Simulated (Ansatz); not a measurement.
³⁵Cl nuclear quadrupole resonance in Cl

Cell: a computed structure from the Materials Project (it need not be an observed phase).

Space group P4_2/ncm:1 (No. 138); a = 10.8155, c = 8.7799 Å.

```csv
site,Wyckoff,site symmetry,x,y,z
Cl,16j,1,0.5974,0.3573,0.6441
```

One atom of each set is listed.

Computed with Ansatz: DFT, r2SCAN, plane waves and PAW (field gradients read without the response of the frozen cores, which leaves them typically 4 to 6 % off), scalar-relativistic, 500 eV cutoff, Γ-centred 3×3×4 k-points, Fermi–Dirac smearing 0.05 eV.

³⁵Cl: I = 3/2, Q = -81.12 mb (year-2017 value). Static lattice, zero field.

Task: Predict the zero-field ³⁵Cl lines of each site.

Result: For I = 3/2 there is one line, ν = (|C_Q|/2)(1 + η²/3)^½.

```json
{"site": "Cl", "atoms": "16", "V_zz (10²¹ V/m²)": "55.5", "C_Q (MHz)": "-109", "η": "0.02", "line frequencies (MHz)": "54.4"}
```

Task: And for Cl-37 (I = 3/2, Q = -63.93 mb) on Cl?

Result: C_Q scales with Q to -85.7 MHz, with lines at 42.9 MHz.

The structure holds Cl–Cl bonds (1.98 Å). At Cl V_zz points along its bond to Cl (within 1°).
